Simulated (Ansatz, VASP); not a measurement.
One calculation of SnO2 (Cassiterite), two programs

INCAR

```
ALGO     = Normal         # electronic algorithm
EDIFF    = 1E-8           # SCF threshold, eV
ENCUT    = 520            # plane-wave cutoff, eV
GGA      = PE             # functional
ISIF     = 2              # what is computed and relaxed
ISMEAR   = 0              # smearing method
LASPH    = True           # aspherical terms in the spheres
LCHARG   = False          # write CHGCAR
LEFG     = True         
LREAL    = False          # projectors in reciprocal space
LWAVE    = False          # write WAVECAR
NBANDS   = 35             # bands
NELM     = 100            # most SCF steps
PREC     = Accurate       # precision mode
SIGMA    = 0.01           # smearing width, eV
```

The input KPOINTS:

```
k-points
0
Gamma
  6 6 8
```

The input POSCAR:

```
SnO2
1.0
    4.8273977890      0.0000000000      0.0000000000
    0.0000000000      4.8273977890      0.0000000000
    0.0000000000      0.0000000000      3.2382126243
Sn O
2 4
Direct
    0.0000000000      0.0000000000      0.0000000000
    0.5000000000      0.5000000000      0.5000000000
    0.3065711038      0.3065711038      0.0000000000
    0.1934288962      0.8065711038      0.5000000000
    0.6934288962      0.6934288962      0.0000000000
    0.8065711038      0.1934288962      0.5000000000
```

Input for Ansatz:

```yaml
crystal:
  lattice:
    - [4.827397789, 0.0, 0.0]
    - [0.0, 4.827397789, 0.0]
    - [0.0, 0.0, 3.2382126243]
  atoms:
    - { symbol: Sn, position: [0.0, 0.0, 0.0] }
    - { symbol: Sn, position: [0.5, 0.5, 0.5] }
    - { symbol: O, position: [0.3065711038, 0.3065711038, 0.0] }
    - { symbol: O, position: [0.1934288962, 0.8065711038, 0.5] }
    - { symbol: O, position: [0.6934288962, 0.6934288962, 0.0] }
    - { symbol: O, position: [0.8065711038, 0.1934288962, 0.5] }
basis:
  ecutwfc: 420
kpoints:
  mp_grid: { grid: [6, 6, 8] }
hamiltonian:
  xc: pbe
scf:
  occupations: { method: fixed }
output:
  forces: true
  stress: true
  eigenvalues: true
  efg: {}
checkpoint:
  read: start.run
  write: ck
  compress: false
  write_wavefunctions: false
  write_every: 100000
```

Alike in both runs: task electric field gradients; functional PBE; k mesh 6 × 6 × 8; no spin polarisation.

|  | VASP | Ansatz |
| --- | --- | --- |
| version | VASP 6.6.1 | Ansatz 0.2.0 |
| potentials or method | VASP PAW PBE potentials, release 64 (Sn_d, O) | scalar-relativistic, plane waves, PAW |
| plane-wave cutoff (eV) | 520 | 420 |
| occupations | gaussian, width 0.01 eV | fixed |
| valence electrons in the cell | 52 | 52 |

```tsv
	VASP	Ansatz	Ansatz less VASP
gap on the k mesh at the Fermi level (eV)	0.67	0.68	+0.012
least direct gap on the mesh (eV)	0.67	0.68	+0.012
pressure (GPa)	0.6	0.0	-0.60
largest component of the traceless stress (GPa)	0.19	0.01	-0.181
rms of the force components (eV/Å)	0.007	0.001	-0.0068
Vzz of the field gradient on the site that differs most (V/Å²)	-53.9	-51.4	+2.50
```

Atom by atom the forces differ by 0.008 eV/Å (rms over components). Ansatz warned: «gradients_without_spin_orbit».

Caveats: spin-orbit coupling is left out, which moves the levels of the heavy elements. A hybrid or GW would open this gap; PBE tends to underestimate it.
